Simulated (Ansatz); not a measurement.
# TaN (P6_3/mmc): one cell under locks on the spin (series 3)

What does it cost to force the spins of TaN (P6_3/mmc) into other sizes and orders? Cell and atoms stay fixed.

Method: DFT PBE+U (U_eff = 7 eV on Ta d), plane waves, PAW, no spin–orbit coupling unless a run says so, in Ansatz 0.2.0.

4 further runs of the same task are left out: 4 that didn't finish. Runs told in other sessions of the task aren't counted.

**1. The starting structure**

It takes space group P6_3/mmc (No. 194, hexagonal). Conventional cell: a = 3.048 Å, b = 3.048 Å, c = 4.918 Å, α = 90.00°, β = 90.00°, γ = 120.00°. Around Ta (site symmetry -3m) lie 6 N at 2.15 Å and 2 Ta at 2.46 Å. Around N (site symmetry -6m2) lie 6 Ta at 2.15 Å.

As a file:

```cif
data_structure
_symmetry_space_group_name_H-M 'P 1'
_symmetry_Int_Tables_number 1
_cell_length_a 3.0480
_cell_length_b 3.0480
_cell_length_c 4.9180
_cell_angle_alpha 90.000
_cell_angle_beta 90.000
_cell_angle_gamma 120.000
_cell_volume 39.57
loop_
_atom_site_label
_atom_site_type_symbol
_atom_site_fract_x
_atom_site_fract_y
_atom_site_fract_z
_atom_site_occupancy
Ta1 Ta 0.00000 0.00000 0.00000 1
Ta2 Ta 0.00000 0.00000 0.50000 1
N1 N 0.33333 0.66667 0.25000 1
N2 N 0.66667 0.33333 0.75000 1
```

The runs: total moment locked at zero, no site moments, 0.00 μB per cell; site moments held (series factor 0.8; the input gives the size); no spin polarisation; ferrimagnetic site moments held at first, then free.

An earlier series on this cell reached its lowest free state from «ferromagnetic start, free, natural orbitals of the symmetric run filled by rank», perhaps among other starts.

**2. Total moment locked at zero, no site moments, 0.00 μB per cell**

The input, input.yaml:

```yaml
crystal:
  lattice:
    - [3.04800184, 0.0, 0.0]
    - [-1.52400092, 2.63964703, 0.0]
    - [0.0, 0.0, 4.91799978]
  atoms:
    - { symbol: Ta, position: [0.0, 0.0, 0.0] }
    - { symbol: Ta, position: [0.0, 0.0, 0.5] }
    - { symbol: "N", position: [0.3333333333, 0.6666666667, 0.25] }
    - { symbol: "N", position: [0.6666666667, 0.3333333333, 0.75] }
basis:
  ecutwfc: 420
  ecutrho_ratio: 4
kpoints:
  mp_grid: { grid: [7, 7, 4] }
hamiltonian:
  xc: pbe
  hubbard:
    sites: [{ site: 0, l: d, u_eff: 7.0 }, { site: 1, l: d, u_eff: 7.0 }]
scf:
  occupations: { method: gaussian, width: 0.05 }
  lower_state_search: "off"
  max_iter: 150
output:
  forces: true
  stress: true
  eigenvalues: true
  populations: true
  hubbard: { sites: [{ site: 0, l: d }, { site: 1, l: d }] }
magnetization:
  spin_polarized: true
  initial_magnetization: 0.0
  spin_locking: { lock_magnetization: hard }
```

The lock stays on to the end, so the result is a constrained state unless its moments die out.

Started as:

```bash
ansatz run input.yaml --threads 2 --pin off --max-ram 3072MiB --backend cpu --events-out ev --progress --plain --runs-dir out
```

The log of the run, cut to the lines that bear on the results:

```text
Warning: output.stress: scf.convergence.dr2_threshold = 1e-7 eV (the SCF's general default) is looser than the 4e-10 eV advised for a printed stress (1e-10 eV for each atom of the cell: 4). What an SCF threshold leaves in a stress goes as its square root, and in the free energy as the [...]
Warning: RAYON_NUM_THREADS=2 ignored (pool sized by the plan → 2); use --threads N
Ta: projections on atomic orbitals take those of the free atom [Kr 4d10 4f14] 5s2 5p6 5d3 6s2, of charge +0.00 (hamiltonian.pseudopotentials.projection_atoms); the dataset's partial waves leave at most 6.0e-5 of an orbital's norm unspanned inside its sphere
N: projections on atomic orbitals take those of the free atom [He] 2s2 2p3, of charge +0.00 (hamiltonian.pseudopotentials.projection_atoms); the dataset's partial waves leave at most 9.3e-9 of an orbital's norm unspanned inside its sphere
[...]
Pseudopotentials: kind: paw
Pseudopotential: Ta, paw, valence charge 13, recommended cutoff 420 eV (normal), Ta.paw.azcp
Pseudopotential: N, paw, valence charge 5, recommended cutoff 420 eV (normal), N.paw.azcp
Functional definition: PBE
[...]
Crystal: 4 atoms, lattice volume = 39.569 Å³
Basis set: ecut = 420 eV, 785 PW (Γ), exchange–correlation on 48×48×72 points (8 copies of the dense FFT grid, shifted against one another)
Bands: 22, of which v1, the nominal top of the filled ones, is band 18 counted from 1 (17 counted from 0)
Symmetry: 24 space group operations
Space group: P63/mmc (ITA 194), of the structure as read, at distance tolerance 3.4e-5 Å
k-points: 24 of 196
[...]
E sigma→0 (E₀):  -20617.383523 eV
Entropy (-TS):   -0.001698 eV (-0.425 meV/atom)
Fermi energy:    23.601198 (↑ 23.601198, ↓ 23.601198) eV
[...]
--- Forces (eV/Å), atoms counted from 1 ---
  atom   1  Ta    -0.00000000     0.00000000     0.00000000
  atom   2  Ta     0.00000000     0.00000000    -0.00000000
  atom   3  N      0.00000000    -0.00000000     0.00000000
  atom   4  N      0.00000000     0.00000000     0.00000000
[...]
--- Stress (GPa, compression-positive) ---
       40.688298       0.000000       0.000000
        0.000000      40.688298       0.000000
        0.000000       0.000000     125.926253
  P = ⅓ Tr σ = 69.1009 GPa (691.009 kbar)
--- Band table (eV; the first three rows and the last of 48) ---
[... band rows left out ...]
[...]
Occupation matrices written to <dir>
--- Löwdin populations: 4 sites ---
  site symbol       q [e]    m [muB]
     0     Ta     12.1573     0.0000
     1     Ta     12.1573     0.0000
     2      N      5.7662     0.0000
     3      N      5.7662     0.0000
  spilling = 0.004254 (of n_electrons = 36.000000)
--- Occupation matrices: 2 shells (run DFT+U table (all-electron-ortho-atomic); ε = 1.78e-3) ---
  Ta0 d_5D: site group D3d (-3m)
  Ta0 d_5D up     Tr n = 1.8829  λ = 0.295 0.295 0.364 0.364 0.565  [2× x2-y2 0.31 Eg(1.00) | 2× xz 0.31 Eg(1.00) | z2 1.00 A1g(1.00)]
  Ta0 d_5D dn     Tr n = 1.8829  λ = 0.295 0.295 0.364 0.364 0.565  [2× x2-y2 0.31 Eg(1.00) | 2× xz 0.31 Eg(1.00) | z2 1.00 A1g(1.00)]
  Ta1 d_5D: site group D3d (-3m)
  Ta1 d_5D up     Tr n = 1.8829  λ = 0.295 0.295 0.364 0.364 0.565  [2× x2-y2 0.31 Eg(1.00) | 2× xz 0.31 Eg(1.00) | z2 1.00 A1g(1.00)]
  Ta1 d_5D dn     Tr n = 1.8829  λ = 0.295 0.295 0.364 0.364 0.565  [2× x2-y2 0.31 Eg(1.00) | 2× xz 0.31 Eg(1.00) | z2 1.00 A1g(1.00)]
  Tr n, λ and their labels are of the run-group-symmetrised matrices; stabiliser: 48 of 48 elements of G0×{1,Θ} (closed), max defect 1.4e-15 at τ = 3.8e-4
```

It took 3.3 s on 2 threads of Arm Neoverse N1, shared host; peak memory 0.34 GiB.

It ends with no gap, pressure 69.1 GPa, no moment over 0.05 μB in any sphere, largest force component 0.00 eV/Å, 24 symmetry operations imposed.

How the shells are filled (orbitals counted by the eigenvalues of the occupation matrices):

| shell | channel | electrons | over 0.8 | 0.2 to 0.8 | under 0.2 |
| --- | --- | --- | --- | --- | --- |
| Ta 5d (atom 1) | up | 1.88 | 0 | 5 | 0 |
| Ta 5d (atom 1) | down | 1.88 | 0 | 5 | 0 |

**3. Site moments held (series factor 0.8; the input gives the size)**

The input, input.yaml:

```yaml
crystal:
  lattice:
    - [3.04800184, 0.0, 0.0]
    - [-1.52400092, 2.63964703, 0.0]
    - [0.0, 0.0, 4.91799978]
  atoms:
    - { symbol: Ta, position: [0.0, 0.0, 0.0], spin: 0.44 }
    - { symbol: Ta, position: [0.0, 0.0, 0.5], spin: 0.44 }
    - { symbol: "N", position: [0.3333333333, 0.6666666667, 0.25] }
    - { symbol: "N", position: [0.6666666667, 0.3333333333, 0.75] }
basis:
  ecutwfc: 420
  ecutrho_ratio: 4
kpoints:
  mp_grid: { grid: [7, 7, 4] }
hamiltonian:
  xc: pbe
  hubbard:
    sites:
      - { site: 0, l: d, u_eff: 7.0, starting_ns: [{ spin: up, occupation_matrix: s0up }, { spin: down, occupation_matrix: s0down }] }
      - { site: 1, l: d, u_eff: 7.0, starting_ns: [{ spin: up, occupation_matrix: s1up }, { spin: down, occupation_matrix: s1down }] }
    occupation_matrices:
      s0up:
        matrix:
          - [0.02, 0.0, 0.0, 0.0, 0.0]
          - [0.0, 0.45406, 0.0, 0.0, -0.47323]
          - [0.0, 0.0, 0.45406, -0.47323, 0.0]
          - [0.0, 0.0, -0.47323, 0.53594, 0.0]
          - [0.0, -0.47323, 0.0, 0.0, 0.53594]
      s0down:
        matrix:
          - [0.02, 0.0, 0.0, 0.0, 0.0]
          - [0.0, 0.02, 0.0, 0.0, 0.0]
          - [0.0, 0.0, 0.02, 0.0, 0.0]
          - [0.0, 0.0, 0.0, 0.02, 0.0]
          - [0.0, 0.0, 0.0, 0.0, 0.02]
      s1up:
        matrix:
          - [0.02, 0.0, 0.0, 0.0, 0.0]
          - [0.0, 0.45406, 0.0, 0.0, 0.47323]
          - [0.0, 0.0, 0.45406, 0.47323, 0.0]
          - [0.0, 0.0, 0.47323, 0.53594, 0.0]
          - [0.0, 0.47323, 0.0, 0.0, 0.53594]
      s1down:
        matrix:
          - [0.02, 0.0, 0.0, 0.0, 0.0]
          - [0.0, 0.02, 0.0, 0.0, 0.0]
          - [0.0, 0.0, 0.02, 0.0, 0.0]
          - [0.0, 0.0, 0.0, 0.02, 0.0]
          - [0.0, 0.0, 0.0, 0.0, 0.02]
    ns_hold: { iters: 8 }
scf:
  occupations: { method: gaussian, width: 0.05 }
  lower_state_search: "off"
  max_iter: 150
output:
  forces: true
  stress: true
  eigenvalues: true
  populations: true
  hubbard: { sites: [{ site: 0, l: d }, { site: 1, l: d }] }
magnetization:
  spin_polarized: true
  spin_locking: { lock_spins: true }
```

The typed matrices are held for 8 cycles. The lock stays on to the end, so the result is a constrained state unless its moments die out.

Started as:

```bash
ansatz run input.yaml --threads 2 --pin off --max-ram 3072MiB --backend cpu --events-out ev --progress --plain --runs-dir out
```

The log of the run, cut to the lines that bear on the results:

```text
Warning: output.stress: scf.convergence.dr2_threshold = 1e-7 eV (the SCF's general default) is looser than the 4e-10 eV advised for a printed stress (1e-10 eV for each atom of the cell: 4). What an SCF threshold leaves in a stress goes as its square root, and in the free energy as the [...]
Warning: output.stress: the lock of the moments that magnetization.spin_locking holds to the close lets an SCF meet its threshold on dr2 anywhere within the lock's freeze window, and the stress can move with the moments there: no threshold on dr2 bounds that. The window is the square root [...]
Warning: RAYON_NUM_THREADS=2 ignored (pool sized by the plan → 2); use --threads N
Ta: projections on atomic orbitals take those of the free atom [Kr 4d10 4f14] 5s2 5p6 5d3 6s2, of charge +0.00 (hamiltonian.pseudopotentials.projection_atoms); the dataset's partial waves leave at most 6.0e-5 of an orbital's norm unspanned inside its sphere
N: projections on atomic orbitals take those of the free atom [He] 2s2 2p3, of charge +0.00 (hamiltonian.pseudopotentials.projection_atoms); the dataset's partial waves leave at most 9.3e-9 of an orbital's norm unspanned inside its sphere
[...]
[... 4 set-up lines as earlier in the session ...]
[...]
Crystal: 4 atoms, lattice volume = 39.569 Å³
[...]
WARN: magnetisation constraint 0 stalled: max|Δm| = 9.03e-2 μB after 1.06e-1 (insufficient decrease); penalty doubled to λ_eff = 2.000 eV/μB² (escalation 1) — a constraint that keeps stalling ends the run as non-convergence; consider a larger constraint lambda
WARN: magnetisation constraint 0 stalled: max|Δm| = 2.22e-2 μB after 2.70e-2 (insufficient decrease); penalty doubled to λ_eff = 4.000 eV/μB² (escalation 2) — a constraint that keeps stalling ends the run as non-convergence; consider a larger constraint lambda
WARN: hamiltonian.hubbard: on 4 of 4 specified blocks the occupation matrix of this SCF's result fails the test of the specified filling. At site 0 ↑ (sites count from 0 in the list of atoms of the cell that this SCF solves) the least filled combination of the orbitals specified full has [...]
        0.000000       0.000000     147.396973
  P = ⅓ Tr σ = 77.3911 GPa (773.911 kbar)
--- Band table (eV; the first three rows and the last of 48) ---
[... band rows left out ...]
[...]
Occupation matrices written to <dir>
--- Löwdin populations: 4 sites ---
  site symbol       q [e]    m [muB]
     0     Ta     12.1452     1.0334
     1     Ta     12.1452     1.0334
     2      N      5.7807    -0.0377
     3      N      5.7807    -0.0377
  spilling = 0.004120 (of n_electrons = 36.000000)
--- Occupation matrices: 2 shells (run DFT+U table (all-electron-ortho-atomic); ε = 1.45e-2) ---
  Ta0 d_5D: site group D3d (-3m)
  Ta0 d_5D up     Tr n = 2.3860  λ = 0.310 0.310 0.472 0.647 0.647  [2× xz 0.27 Eg(1.00) | z2 1.00 A1g(1.00) | 2× x2-y2 0.27 Eg(1.00)]
  Ta0 d_5D dn     Tr n = 1.3768  λ = 0.146 0.146 0.281 0.281 0.523  [2× x2-y2 0.32 Eg(1.00) | 2× xz 0.32 Eg(1.00) | z2 1.00 A1g(1.00)]
  specified occupation → Ta0 d_5D up: matrix, ‖Δ‖_F = 0.7629, Tr Δ = -0.3860, displaced = 0.8396, d_λ = 0.7629; orbital distance = 0.0111
  specified occupation → Ta0 d_5D dn: matrix, ‖Δ‖_F = 0.6489, Tr Δ = -1.2768, displaced = 0.6384, d_λ = 0.6489; orbital distance = 0.0000
  Ta1 d_5D: site group D3d (-3m)
  Ta1 d_5D up     Tr n = 2.3860  λ = 0.310 0.310 0.472 0.647 0.647  [2× xz 0.27 Eg(1.00) | z2 1.00 A1g(1.00) | 2× x2-y2 0.27 Eg(1.00)]
  Ta1 d_5D dn     Tr n = 1.3768  λ = 0.146 0.146 0.281 0.281 0.523  [2× x2-y2 0.32 Eg(1.00) | 2× xz 0.32 Eg(1.00) | z2 1.00 A1g(1.00)]
  specified occupation → Ta1 d_5D up: matrix, ‖Δ‖_F = 0.7629, Tr Δ = -0.3860, displaced = 0.8396, d_λ = 0.7629; orbital distance = 0.0111
  specified occupation → Ta1 d_5D dn: matrix, ‖Δ‖_F = 0.6489, Tr Δ = -1.2768, displaced = 0.6384, d_λ = 0.6489; orbital distance = 0.0000
  Tr n, λ and their labels are of the run-group-symmetrised matrices; stabiliser: 24 of 48 elements of G0×{1,Θ} (closed), max defect 1.5e-15 at τ = 3.1e-3
```

Wall time 35 s (2 threads of Arm Neoverse N1, shared host); peak memory 0.34 GiB.

Result: no gap, pressure 77.4 GPa, moments in spheres Ta 0.44 μB, largest force component 0.00 eV/Å, 24 symmetry operations imposed. The program reports that the typed filling wasn't kept. The constraint stalled on the way, as the log tells.

The shells' filling, with natural orbitals sorted by occupation:

| shell | channel | electrons | over 0.8 | 0.2 to 0.8 | under 0.2 |
| --- | --- | --- | --- | --- | --- |
| Ta 5d (atom 1) | up | 2.39 | 0 | 5 | 0 |
| Ta 5d (atom 1) | down | 1.38 | 0 | 3 | 2 |

**4. No spin polarisation**

The input, input.yaml:

```yaml
crystal:
  lattice:
    - [3.04800184, 0.0, 0.0]
    - [-1.52400092, 2.63964703, 0.0]
    - [0.0, 0.0, 4.91799978]
  atoms:
    - { symbol: Ta, position: [0.0, 0.0, 0.0] }
    - { symbol: Ta, position: [0.0, 0.0, 0.5] }
    - { symbol: "N", position: [0.3333333333, 0.6666666667, 0.25] }
    - { symbol: "N", position: [0.6666666667, 0.3333333333, 0.75] }
basis:
  ecutwfc: 420
  ecutrho_ratio: 4
kpoints:
  mp_grid: { grid: [7, 7, 4] }
hamiltonian:
  xc: pbe
  hubbard:
    sites: [{ site: 0, l: d, u_eff: 7.0 }, { site: 1, l: d, u_eff: 7.0 }]
scf:
  occupations: { method: gaussian, width: 0.05 }
  lower_state_search: "off"
  max_iter: 150
output:
  forces: true
  stress: true
  eigenvalues: true
  populations: true
  hubbard: { sites: [{ site: 0, l: d }, { site: 1, l: d }] }
```

Started as:

```bash
ansatz run input.yaml --threads 2 --pin off --max-ram 3072MiB --backend cpu --events-out ev --progress --plain --runs-dir out
```

The log of the run, cut to the lines that bear on the results:

```text
Warning: RAYON_NUM_THREADS=2 ignored (pool sized by the plan → 2); use --threads N
Ta: projections on atomic orbitals take those of the free atom [Kr 4d10 4f14] 5s2 5p6 5d3 6s2, of charge +0.00 (hamiltonian.pseudopotentials.projection_atoms); the dataset's partial waves leave at most 6.0e-5 of an orbital's norm unspanned inside its sphere
N: projections on atomic orbitals take those of the free atom [He] 2s2 2p3, of charge +0.00 (hamiltonian.pseudopotentials.projection_atoms); the dataset's partial waves leave at most 9.3e-9 of an orbital's norm unspanned inside its sphere
[...]
[... 4 set-up lines as earlier in the session ...]
[...]
Crystal: 4 atoms, lattice volume = 39.569 Å³
[...]
       40.689338      -0.000000       0.000000
        0.000000      40.689338       0.000000
        0.000000       0.000000     125.926285
  P = ⅓ Tr σ = 69.1017 GPa (691.017 kbar)
--- Band table (eV; the first three rows and the last of 24) ---
[... band rows left out ...]
[...]
Occupation matrices written to <dir>
--- Löwdin populations: 4 sites ---
  site symbol       q [e]
     0     Ta     12.1573
     1     Ta     12.1573
     2      N      5.7661
     3      N      5.7661
  spilling = 0.004255 (of n_electrons = 36.000000)
--- Occupation matrices: 2 shells (run DFT+U table (all-electron-ortho-atomic); ε = 9.24e-3) ---
  Ta0 d_5D: site group D3d (-3m)
  Ta0 d_5D -      Tr n = 1.8829  λ = 0.295 0.295 0.364 0.364 0.565  [2× x2-y2 0.31 Eg(1.00) | 2× xz 0.31 Eg(1.00) | z2 1.00 A1g(1.00)]
  Ta1 d_5D: site group D3d (-3m)
  Ta1 d_5D -      Tr n = 1.8829  λ = 0.295 0.295 0.364 0.364 0.565  [2× x2-y2 0.31 Eg(1.00) | 2× xz 0.31 Eg(1.00) | z2 1.00 A1g(1.00)]
  Tr n, λ and their labels are of the run-group-symmetrised matrices; stabiliser: 48 of 48 elements of G0×{1,Θ} (closed), max defect 1.2e-15 at τ = 2.0e-3
```

Run time: 3.6 s. Hardware: 2 threads of Arm Neoverse N1, shared host; peak memory 0.32 GiB.

End state: no gap, pressure 69.1 GPa, no moment over 0.05 μB in any sphere, largest force component 0.00 eV/Å, 24 symmetry operations imposed.

The shells' filling, with natural orbitals sorted by occupation:

| shell | channel | electrons | over 0.8 | 0.2 to 0.8 | under 0.2 |
| --- | --- | --- | --- | --- | --- |
| Ta 5d (atom 1) | each spin | 1.88 | 0 | 5 | 0 |

**5. Ferrimagnetic site moments held at first, then free**

Edit input.yaml of step 4 so:

```diff
@@ -6,4 +6,4 @@
   atoms:
-    - { symbol: Ta, position: [0.0, 0.0, 0.0] }
-    - { symbol: Ta, position: [0.0, 0.0, 0.5] }
+    - { symbol: Ta, position: [0.0, 0.0, 0.0], spin: 0.55 }
+    - { symbol: Ta, position: [0.0, 0.0, 0.5], spin: -0.22 }
     - { symbol: "N", position: [0.3333333333, 0.6666666667, 0.25] }
@@ -29 +29,4 @@
   hubbard: { sites: [{ site: 0, l: d }, { site: 1, l: d }] }
+magnetization:
+  spin_polarized: true
+  spin_locking: { lock_spins: true, n_iters: 12 }
```

The lock is temporary (n_iters 12) and is released on the way.

Started as:

```bash
ansatz run input.yaml --threads 2 --pin off --max-ram 3072MiB --backend cpu --events-out ev --progress --plain --runs-dir out
```

The log of the run, cut to the lines that bear on the results:

```text
Warning: output.stress: scf.convergence.dr2_threshold = 1e-7 eV (the SCF's general default) is looser than the 4e-10 eV advised for a printed stress (1e-10 eV for each atom of the cell: 4). What an SCF threshold leaves in a stress goes as its square root, and in the free energy as the [...]
Warning: RAYON_NUM_THREADS=2 ignored (pool sized by the plan → 2); use --threads N
Ta: projections on atomic orbitals take those of the free atom [Kr 4d10 4f14] 5s2 5p6 5d3 6s2, of charge +0.00 (hamiltonian.pseudopotentials.projection_atoms); the dataset's partial waves leave at most 6.0e-5 of an orbital's norm unspanned inside its sphere
N: projections on atomic orbitals take those of the free atom [He] 2s2 2p3, of charge +0.00 (hamiltonian.pseudopotentials.projection_atoms); the dataset's partial waves leave at most 9.3e-9 of an orbital's norm unspanned inside its sphere
[...]
[... 2 set-up lines as earlier in the session ...]
[...]
--- Band table (eV; the first three rows and the last of 56) ---
[... band rows left out ...]
[...]
Occupation matrices written to <dir>
--- Löwdin populations: 4 sites ---
  site symbol       q [e]    m [muB]
     0     Ta     12.1437     1.4337
     1     Ta     12.1226    -0.8826
     2      N      5.7928     0.0087
     3      N      5.7928     0.0087
  spilling = 0.004115 (of n_electrons = 36.000000)
--- Occupation matrices: 2 shells (run DFT+U table (all-electron-ortho-atomic); ε = 2.00e-2, under-converged) ---
  Ta0 d_5D: site group D3d (-3m)
  Ta0 d_5D up     Tr n = 2.5905  λ = 0.291 0.291 0.569 0.720 0.720  [2× xz 0.28 Eg(1.00) | z2 1.00 A1g(1.00) | 2× x2-y2 0.28 Eg(1.00)]
  Ta0 d_5D dn     Tr n = 1.1686  λ = 0.126 0.126 0.289 0.289 0.339  [2× x2-y2 0.33 Eg(1.00) | 2× xz 0.33 Eg(1.00) | z2 1.00 A1g(1.00)]
  Ta1 d_5D: site group D3d (-3m)
  Ta1 d_5D up     Tr n = 1.4242  λ = 0.170 0.170 0.308 0.308 0.469  [2× x2-y2 0.32 Eg(1.00) | 2× xz 0.32 Eg(1.00) | z2 1.00 A1g(1.00)]
  Ta1 d_5D dn     Tr n = 2.3094  λ = 0.296 0.296 0.523 0.523 0.672  [2× xz 0.26 Eg(1.00) | 2× x2-y2 0.26 Eg(1.00) | z2 1.00 A1g(1.00)]
  Tr n, λ and their labels are of the run-group-symmetrised matrices; stabiliser: 12 of 48 elements of G0×{1,Θ} (closed), max defect 1.6e-15 at τ = 4.6e-3
```

Wall time 49 s (2 threads of Arm Neoverse N1, shared host); peak memory 0.43 GiB.

End state: no gap, pressure 79.3 GPa, moments in spheres Ta 0.65, -0.39 μB, largest force component 0.69 eV/Å, 12 symmetry operations imposed.

The shells' filling, with natural orbitals sorted by occupation:

| shell | channel | electrons | over 0.8 | 0.2 to 0.8 | under 0.2 |
| --- | --- | --- | --- | --- | --- |
| Ta 5d (atom 1) | up | 2.59 | 0 | 5 | 0 |
| Ta 5d (atom 1) | down | 1.17 | 0 | 3 | 2 |
| Ta 5d (atom 2) | up | 1.42 | 0 | 3 | 2 |
| Ta 5d (atom 2) | down | 2.31 | 0 | 5 | 0 |

Spin moments on the atoms, as numbers (without spin–orbit coupling a common turn of all moments is arbitrary):

| atom | x (μB) | y (μB) | z (μB) |
| --- | --- | --- | --- |
| Ta1 | 0.00 | 0.00 | 0.65 |
| Ta2 | 0.00 | 0.00 | -0.39 |
| N3 | 0.00 | 0.00 | 0.01 |
| N4 | 0.00 | 0.00 | 0.01 |

**6. Results**

Energies count from the lowest free state and have the smearing extrapolated to zero; for held moments they are taken at the target, with the constraint's term.

| start | energy (meV/atom) | gap (eV) | pressure (GPa) | largest moment (μB) | SCF cycles | time |
| --- | --- | --- | --- | --- | --- | --- |
| ferromagnetic start, free, natural orbitals of the symmetric run filled by rank (earlier series) | 0.0 | metal | 79.1 | 0.55 | 27 | 13 s |
| site moments held (series factor 0.8; the input gives the size) [held] | 7.8 | metal | 77.4 | 0.44 | 121 | 35 s |
| ferrimagnetic site moments held at first, then free | 17.4 | metal | 79.3 | 0.65 | 86 | 49 s |
| total moment locked at zero, no site moments, 0.00 μB per cell [held] | 100.8 | metal | 69.1 | 0.00 | 9 | 3.3 s |
| no spin polarisation | 100.8 | metal | 69.1 | 0.00 | 8 | 3.6 s |

The 2 free runs end at 2 energies more than 1 meV/atom apart (states closer than that can still differ), spread over 17 meV/atom; the lowest came from «ferromagnetic start, free, natural orbitals of the symmetric run filled by rank (earlier series)». So large a U on a 4d or 5d shell is far over usual values; moments found here can be its artefacts. Without spin polarisation the energy is 101 meV/atom higher. The cheapest of the held states in this table, «site moments held (series factor 0.8; the input gives the size)», lies +8 meV/atom from the lowest free state; part of that can come from another filling of the orbitals. The lowest state found need not be the ground state, and the geometry wasn't relaxed for any of them. Spin–orbit coupling is left out.
